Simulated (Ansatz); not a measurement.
Working through a convergence test of the plane-wave cutoff of Si, space group P6_3/mmc

Computed with Ansatz's Python interface.

Interactive session:
```pycon
>>> import ansatz as az
>>> import pandas as pd
>>> from pymatgen.core import Lattice, Structure
>>> from pymatgen.io.ase import AseAtomsAdaptor
>>> KMESH = (6, 6, 4)
>>> OCCUPATIONS = "Marzari-Vanderbilt"
>>> WIDTH_EV = 0.15
>>> pmg_structure = Structure(
...     Lattice([(3.83132, 0.0, 0.0), (-1.91566, 3.31802, 0.0), (0.0, 0.0, 6.33262)]),
...     ["Si", "Si", "Si", "Si"],
...     [
...         (1 / 3, 2 / 3, 0.06301),
...         (2 / 3, 1 / 3, 0.56301),
...         (1 / 3, 2 / 3, 0.43699),
...         (2 / 3, 1 / 3, 0.93699),
...     ],
... )
>>> xtal = az.Crystal.from_ase(AseAtomsAdaptor.get_atoms(pmg_structure))
>>> [site.symbol for site in xtal.resolved().sites]
['Si', 'Si', 'Si', 'Si']
>>> calculation = (
...     xtal.calculation()
...     .kpoints(mesh=KMESH)  # sampling of the Brillouin zone
...     .occupations(OCCUPATIONS, width=WIDTH_EV)  # fractional filling near the Fermi level
...     .functional(az.Functional.PBE)
...     .forces()
...     .stress()
... )
>>> rows = []
>>> for value in [250, 325, 400, 475, 550]:
...     r = calculation.basis(value).run(threads=1, pin="off").report
...     rows.append((value, r["free_energy_ev"] / len(r["lattice"]["sites"]), r["n_iterations"], sum(r["stress_gpa"][i][i] for i in range(3)) / 3, max(abs(f) for row in r["forces_ev_ang"] for f in row), r["n_pw"]))
...
DeckWarning: basis.ecutwfc = 250 eV is below the records' recommended 420 eV, and the density's cutoff is lower with it unless basis.ecutrho_ratio is high enough to keep the records' density cutoff: compare with a run at a higher cutoff
RunWarning: on these k-points the computed levels leave a gap of 0.3990 eV at the electron count, 2.7 widths of the cold smearing (0.1500 eV); against the step filling of these same bands (every level under the gap full, every level over it empty) smearing [...]
DeckWarning: basis.ecutwfc = 325 eV is below the records' recommended 420 eV, and the density's cutoff is lower with it unless basis.ecutrho_ratio is high enough to keep the records' density cutoff: compare with a run at a higher cutoff
DeckWarning: basis.ecutwfc = 400 eV is below the records' recommended 420 eV, and the density's cutoff is lower with it unless basis.ecutrho_ratio is high enough to keep the records' density cutoff: compare with a run at a higher cutoff
>>> table = pd.DataFrame(rows, columns=["cutoff (eV)", "F/atom (eV)", "iterations", "P (GPa)", "max component (eV/A)", "plane waves"])
>>> table.round(5)
   cutoff (eV)  F/atom (eV)  iterations  P (GPa)  max component (eV/A)  plane waves
0          250   -635.73719           5  1.65060               0.00837          701
1          325   -635.78212           5  1.53687               0.01447         1099
2          400   -635.79077           5  1.49268               0.01413         1473
3          475   -635.79128           5  1.48887               0.01423         1883
4          550   -635.79132           5  1.48857               0.01424         2359
>>> # the last row is the reference
>>> for row in rows[:-1]:
...     shift = 1000 * (row[1] - rows[-1][1])
...     print(f"{row[0]}: {shift:+.2f} meV/atom" + ("  (within 2 meV)" if abs(shift) < 2 else ""))
...
250: +54.13 meV/atom
325: +9.19 meV/atom
400: +0.55 meV/atom  (within 2 meV)
475: +0.04 meV/atom  (within 2 meV)
```

From 400 eV on it stays within 2 meV an atom of the value at 550 eV; the first row (250 eV) is off by 54.1 meV and the last but one by 0.04 meV. The energy falls steadily, as expected when plane waves are added. The pressure moves from 1.65 to 1.49 GPa (the program's stress holds a Pulay correction, so it settles early).

Cold and Methfessel-Paxton smearing aren't meant for a gap as narrow as their width. Pressure is positive in compression. This isn't the structure that Si takes at ambient conditions. Warnings are shown shortened and without file and line. Shifts are counted from the last row, which is itself no proven limit. Finished in 6 s on 1 thread of Intel(R) Xeon(R) CPU @ 2.60GHz (Ice Lake), on a shared host, peak memory 0.52 GiB.
